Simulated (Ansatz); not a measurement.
Crystal: Ru, fcc type, 1 atom in the cell.

Method: Ansatz 0.2.0 development build, HSE06, plane waves, PAW datasets (earlier set, tuned by hand).

Cutoff 660 eV; exchange singularity: regularized; k-mesh 6×6×6 Γ-centred; Fermi–Dirac smearing of 0.1 eV; no spin polarisation.

Question: What equilibrium volume, lattice constant and bulk modulus does this give?

Answer: V₀ = 13.349 Å³/atom (a₀ = 3.766 Å), B₀ = 352 GPa, B₀′ = 4.79. The points behind the fit:

```tsv
V (Å³/atom)	a (Å)	E − E(min) (meV/atom)	P (GPa)
12.720	3.7056	32.49	19.05
13.135	3.7454	0.68	5.92
13.550	3.7844	0.00	-5.07
13.965	3.8227	25.38	-14.25
14.380	3.8601	72.47	-21.89
```

The stress includes the program's correction for the finite plane-wave basis.

The k-mesh is coarse, so these values belong to this mesh and can lie far from the converged ones. This cubic structure is a model: it isn't the usual form of the substance at ambient conditions, and such phases are metastable or hypothetical.
